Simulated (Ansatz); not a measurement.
Write a Python script for Ansatz 0.2.0, Python API that makes a calculation of the elastic constants of ZrN, space group Fm-3m. Settings: PBE, PAW, cutoff 450 eV, 16×16×16 k-points, Methfessel-Paxton smearing of 0.05 eV.

```
Zr N
1.0
     0.00000    2.30000    2.30000
     2.30000    0.00000    2.30000
     2.30000    2.30000    0.00000
Zr N
1 1
Direct
  0.50000 0.50000 0.50000
  0.00000 0.00000 0.00000
```

`run_elastic.py`:
```python
'''Elastic constants of ZrN.'''

import warnings

import ansatz as az
import numpy as np


def main() -> None:
    warnings.simplefilter('ignore', az.DeckWarning)

    vectors = np.array([
        [0.0, 2.3, 2.3],
        [2.3, 0.0, 2.3],
        [2.3, 2.3, 0.0],
    ])
    crystal = (
        az.Lattice.of(vectors)
        .atom('Zr', (0.5, 0.5, 0.5))
        .atom('N', (0.0, 0.0, 0.0))
    )

    calculation = crystal.calculation()
    calculation = calculation.functional('pbe')
    calculation = calculation.pseudopotentials('paw')
    calculation = calculation.basis(450)
    calculation = calculation.occupations('methfessel_paxton', width=0.05)
    calculation = calculation.kpoints(16, 16, 16)
    out = calculation.elastic('relaxed_ion').run(threads=1)
    elastic = out.elastic

    print(np.array2string(np.round(elastic.c_gpa, 1) + 0.0, suppress_small=True))
    print('Voigt stress of the unstrained cell (GPa, tension positive):', np.round(elastic.sigma0_gpa, 3) + 0.0)
    print('smallest eigenvalue of C:', round(elastic.stability.min_eigenvalue_gpa, 1), 'GPa; tensor positive definite:', elastic.stability.min_eigenvalue_gpa > 0)
    # averaged moduli need a positive definite tensor
    if elastic.stability.min_eigenvalue_gpa > 0:
        m = elastic.moduli
        anisotropy = 5 * m.g_voigt_gpa / m.g_reuss_gpa + m.k_voigt_gpa / m.k_reuss_gpa - 6
        print(f'Voigt K {m.k_voigt_gpa:.1f} G {m.g_voigt_gpa:.1f}; Reuss K {m.k_reuss_gpa:.1f} G {m.g_reuss_gpa:.1f}; universal anisotropy index {anisotropy:.3f}')


if __name__ == '__main__':
    main()
```

```console
$ python run_elastic.py
[[483.7 126.4 126.4   0.    0.    0. ]
 [126.4 483.7 126.4   0.    0.    0. ]
 [126.4 126.4 483.7   0.    0.    0. ]
 [  0.    0.    0.   89.7   0.    0. ]
 [  0.    0.    0.    0.   89.7   0. ]
 [  0.    0.    0.    0.    0.   89.7]]
Voigt stress of the unstrained cell (GPa, tension positive): [0.866 0.866 0.866 0.    0.    0.   ]
smallest eigenvalue of C: 89.7 GPa; tensor positive definite: True
Voigt K 245.5 G 125.3; Reuss K 245.5 G 112.0; universal anisotropy index 0.593
```

Reading the output:
- Spin is left out of this run.
- The cell isn't relaxed first, so the values belong to this volume.
- A positive definite tensor excludes instabilities under uniform strain alone; phonons elsewhere in the zone can still be imaginary.
- Of the deposited cell: the entry's cell lengths or inner coordinates differ somewhat from later room-temperature determinations.
- The starting cell is as deposited in a crystallographic database; the results hold for this polymorph, which needn't be the stable one.
- Shear constants of a metal converge slowly with the k-point mesh and can be wrong in sign on a coarse one; the constants belong to the cell that was strained.
- Processor time in the engine: 65 s on 1 thread of Intel(R) Xeon(R) Processor @ 2.30GHz (shared host), peak memory 0.7 GiB.

(A comment or docstring line of the script was reworded after the run, the code is as it ran.)
